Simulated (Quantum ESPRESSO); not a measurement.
Crystal: Sn.

```xyz
2
Lattice="0.0000 3.2333 3.2333 3.2333 0.0000 3.2333 3.2333 3.2333 0.0000" Properties=species:S:1:pos:R:3 pbc="T T T"
Sn    4.8500    4.8500    4.8500
Sn    3.2333    3.2333    3.2333
```

This isn't the form of Sn at room conditions, which is tetragonal (white tin).

Base run:

* Program: Quantum ESPRESSO 7.5
* Functional: PBE
* Potentials or basis: SG15 PBE 1.2
* Cutoff: 952 eV
* Density cutoff: 3810 eV
* k mesh: 7 × 7 × 7
* Occupations: fermi-dirac, width 0.05 eV
* Spin: no spin polarisation

Its results: band gap on the k mesh none (metal or under the smearing width); pressure 3.8 GPa.

Question: The run is repeated on the same cell with these changes: functional from PBE to AM05. What comes out?

Answer: Band gap on the k mesh none (metal or under the smearing width); pressure 1.6 GPa.

AM05 binds more tightly than PBE, so the same cell stands under less pressure.

Caveats: spin-orbit coupling is left out, which moves the levels of the heavy elements; the potentials were made for another functional, which shifts forces and pressure (some runs).
